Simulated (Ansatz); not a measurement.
BN (started from an entry of an open crystallographic database) at its r2SCAN+rVV10 geometry, run in Ansatz at 3 levels of theory. Calculated for a static, non-magnetic cell.

The LDA input:
```yaml
crystal:
  lattice:
    - [2.5005825875, 0.0, 0.0]
    - [-1.2502912938, 2.165568045, 0.0]
    - [0.0, 0.0, 6.5236359444]
  atoms:
    - { symbol: B, position: [0.3333333333, 0.6666666667, 0.25] }
    - { symbol: B, position: [0.6666666667, 0.3333333333, 0.75] }
    - { symbol: "N", position: [0.3333333333, 0.6666666667, 0.75] }
    - { symbol: "N", position: [0.6666666667, 0.3333333333, 0.25] }
kpoints:
  mp_grid: { grid: [12, 12, 4] }
  band_path:
    path:
      - [0.0, 0.0, 0.0]
      - [0.5, 0.0, 0.0]
      - [0.3333333333, 0.3333333333, 0.0]
      - [0.0, 0.0, 0.5]
      - [0.5, 0.0, 0.5]
      - [0.3333333333, 0.3333333333, 0.5]
      - [0.302083, 0.302083, 0.0]
      - [0.0, 0.5, 0.0]
    npoints: 1
hamiltonian:
  xc: lda
scf:
  occupations: { method: fixed }
  n_extra_bands: 5
output:
  forces: true
  stress: true
  eigenvalues: true
  write_density: true
  write_potential: true
  elf: true
  volumetric_format: npy
```

Main results, then, where recorded, the levels near the gap in eV from the Fermi energy (columns number the bands from 0), one row a point of the path (Γ, M, K, A, L, H, K–Γ (0.09), M):
```
Crystal: 4 atoms, lattice volume = 35.327 Å³
Symmetry: 24 space group operations
Space group: P63/mmc (ITA 194)
```
```
Basis set: ecut = 420 eV, 687 PW (Γ)
k-points: 57 of 576
SCF 1 converged in 6 iterations: F = -1052.688099 eV  dr2 = 6.29e-9
Free energy (F): -1052.688099 eV
Fermi energy:    4.689381 eV
--- Stress (GPa, compression-positive) ---
       -5.189375       0.000000       0.000000
        0.000000      -5.189375       0.000000
        0.000000       0.000000      -0.168501
  P = ⅓ Tr σ = -3.5158 GPa (-35.158 kbar)
```
```tsv
band_3	band_4	band_5	band_6	band_7	band_8	band_9	band_10
-4.043	-1.349	-1.349	-1.304	-1.304	5.056	10.245	11.466
-8.821	-4.185	-4.107	-1.559	-0.411	4.055	5.606	9.517
-7.888	-7.063	-7.063	-0.125	-0.125	4.761	4.761	10.328
-5.389	-1.326	-1.326	-1.326	-1.326	7.571	7.571	11.538
-8.867	-4.147	-4.147	-0.958	-0.958	4.559	4.559	9.953
-7.987	-7.073	-7.073	-0.020	-0.020	4.491	4.491	11.606
-7.956	-6.808	-6.788	-0.586	0.040	4.678	5.070	10.593
-8.821	-4.185	-4.107	-1.559	-0.411	4.055	5.606	9.517
```

LDA gives an indirect gap of 4.01 eV, from K–Γ (0.09 of the way from K) to M; the least direct gap is 4.47 eV at M.

r2SCANh. Against the first input these blocks differ (the band path and keys that only write files left aside):
```yaml
kpoints:
  mp_grid: { grid: [9, 9, 4] }
hamiltonian:
  xc: r2scanh
```

```
Basis set: ecut = 500 eV, 881 PW (Γ)
k-points: 36 of 324
SCF 1 stopped early in 3 iterations: F = -1088.241226 eV  dr2 = 2.31e-4
SCF 2 stopped early in 6 iterations: F = -1088.053539 eV  dr2 = 2.19e-7
hybrid outer 1: dexx = +2.458e-4 eV, tail = 5.89e-7 eV
SCF 3 converged in 2 iterations: F = -1088.053541 eV  dr2 = 2.63e-9
hybrid outer 2: dexx = +4.315e-9 eV, tail = 6.05e-9 eV, Δε = 4.54e-4 eV
Free energy (F): -1088.053541 eV
Fermi energy:    4.250469 eV
--- Stress (GPa, compression-positive) ---
       -1.915047       0.000000       0.000000
        0.000000      -1.915047       0.000000
        0.000000       0.000000       1.550041
  P = ⅓ Tr σ = -0.7600 GPa (-7.600 kbar)
```
```tsv
band_3	band_4	band_5	band_6	band_7	band_8	band_9	band_10
-4.260	-1.439	-1.439	-1.391	-1.391	6.458	12.220	13.280
-9.519	-4.465	-4.383	-1.558	-0.416	5.559	7.182	11.073
-8.333	-7.749	-7.749	-0.094	-0.094	6.353	6.353	11.908
-5.630	-1.415	-1.415	-1.415	-1.415	9.129	9.129	13.358
-9.568	-4.424	-4.424	-0.959	-0.959	6.065	6.065	11.517
-8.430	-7.759	-7.759	0.000	0.000	6.072	6.072	13.264
-8.484	-7.416	-7.380	-0.547	0.060	6.281	6.649	12.197
-9.519	-4.465	-4.383	-1.558	-0.416	5.559	7.182	11.073
```

The r2SCANh gap is indirect, 5.50 eV (K–Γ (0.09 of the way from K) to M), below the direct gap of 5.97 eV at M. The mean pressure at these positions is -0.8 GPa, compression counted positive. The stress of a hybrid is loosely converged here.

Problem. In the first input these blocks are replaced (the band path and keys that only write files left aside):
```yaml
kpoints:
  mp_grid: { grid: [9, 9, 4] }
hamiltonian:
  xc: hse06
```
What comes out?

Solution.
```
Basis set: ecut = 420 eV, 687 PW (Γ)
k-points: 36 of 324
SCF 1 stopped early in 2 iterations: F = -1084.790052 eV  dr2 = 3.54e-5
Exchange kernel: α = 0.2500, screened, ω = 0.2079 Å⁻¹, Wigner–Seitz truncation, v(0) = 1046.5449 eV·Å³, q-mesh 9×9×4
SCF 2 stopped early in 6 iterations: F = -1085.029424 eV  dr2 = 1.34e-6
hybrid outer 1: dexx = +6.313e-3 eV, tail = 1.30e-5 eV
SCF 3 converged in 3 iterations: F = -1085.029505 eV  dr2 = 3.07e-9
hybrid outer 2: dexx = +1.650e-7 eV, tail = 1.16e-8 eV, Δε = 2.02e-3 eV
Free energy (F): -1085.029505 eV
Fermi energy:    4.140606 eV
--- Stress (GPa, compression-positive) ---
       -2.213009       0.000000       0.000000
        0.000000      -2.213009       0.000000
        0.000000       0.000000       3.011978
  P = ⅓ Tr σ = -0.4713 GPa (-4.713 kbar)
```
```tsv
band_3	band_4	band_5	band_6	band_7	band_8	band_9	band_10
-4.392	-1.573	-1.573	-1.524	-1.524	6.563	12.309	13.347
-9.754	-4.634	-4.551	-1.603	-0.435	5.580	7.202	11.129
-8.562	-7.947	-7.947	-0.092	-0.092	6.343	6.343	11.976
-5.778	-1.548	-1.548	-1.548	-1.548	9.232	9.232	13.426
-9.803	-4.593	-4.593	-0.993	-0.993	6.090	6.090	11.563
-8.661	-7.957	-7.957	0.000	0.000	6.063	6.063	13.323
-8.708	-7.613	-7.578	-0.554	0.062	6.270	6.647	12.260
-9.754	-4.634	-4.551	-1.603	-0.435	5.580	7.202	11.129
```
With HSE06 the valence top lies at K–Γ (0.09 of the way from K) and the conduction bottom at M, 5.52 eV higher; the smallest vertical gap, at M, is 6.02 eV. With the atoms held, the mean pressure is -0.5 GPa (compression positive). The stress of a hybrid is loosely converged here.

The hybrids run on coarser meshes, which limits their stresses and small splittings of levels.

Totals of different functionals can't be compared.

The meshes of the hybrids are coarse, so their gaps aren't converged to the digits shown.
